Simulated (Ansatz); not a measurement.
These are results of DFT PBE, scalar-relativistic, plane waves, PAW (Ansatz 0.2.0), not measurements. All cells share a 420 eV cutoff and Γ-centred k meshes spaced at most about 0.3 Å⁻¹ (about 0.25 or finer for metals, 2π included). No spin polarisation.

All energies are static (0 K, no zero-point motion).

Two relaxed structures of Mg₅Te₂:

A.

```
Mg Te
1.0
     3.09679    1.78794    5.41399
    -3.09679    1.78794    5.41399
     0.00000   -3.57587    5.41399
Mg Te
5 2
Direct
  0.17741 0.17741 0.17741
  0.82259 0.82259 0.82259
  0.50000 0.50000 0.00000
  0.00000 0.50000 0.50000
  0.50000 0.00000 0.50000
  0.00000 0.00000 0.00000
  0.50000 0.50000 0.50000
```

B.

```
Mg Te
1.0
     2.08546    1.20404   12.87520
    -2.08546    1.20404   12.87520
     0.00000   -2.40808   12.87520
Mg Te
5 2
Direct
  0.42257 0.42257 0.42257
  0.00000 0.00000 0.00000
  0.14204 0.14204 0.14204
  0.85796 0.85796 0.85796
  0.57743 0.57743 0.57743
  0.71215 0.71215 0.71215
  0.28785 0.28785 0.28785
```

Question: Which form is favoured at zero pressure, and by what margin per atom?

Answer: B is lower, by 39 meV/atom. A has space group R-3m (No. 166), 25.7 Å³/atom and no gap on its mesh; B has space group R-3m (No. 166), 27.7 Å³/atom and no gap. Counting Mg atoms around Te (those within 1.25 times the shortest such distance or 1.15 times the sum of covalent radii; a plus sign parts nearer from farther groups; a slash parts the counts of unlike sites), A has Te 8/6+6 and B has Te 6. The lower one is the more open, so pressure narrows the difference. Both come from invented guesses. The lowest form computed isn't among them: it has space group P-1 (No. 2), 27.6 Å³/atom and lies 52 meV/atom below the best shown.

These runs have no spin–orbit coupling, which can matter for Te. Cells relaxed within their symmetry can be saddle points. Some candidate types were left out of the draw beforehand, so a known form may be missing.

B's advantage probably comes from separating ionic and metallic bonding. Its close-packed layers form a rock-salt-like Te–Mg–Te block, with Te in octahedra of Mg, alternating with a block of adjacent Mg layers. Te needs only part of the Mg valence electrons to fill its 5p shell, and the surplus can occupy Mg–Mg bonding states in the metal-rich block, consistent with the absence of a gap. A packs more Mg around Te and is denser, but one of its Te sites has only stretched Mg contacts, which suggests that the gain in coordination number doesn't make up for weaker electrostatic attraction.

B is still not the ground state, as the triclinic form lies below it at almost the same volume, so density hardly separates those two. MgTe is the familiar compound of this system, and B's layering resembles an incipient separation into MgTe and Mg. The ranking of polymorphs doesn't show whether any of them would resist that decomposition.
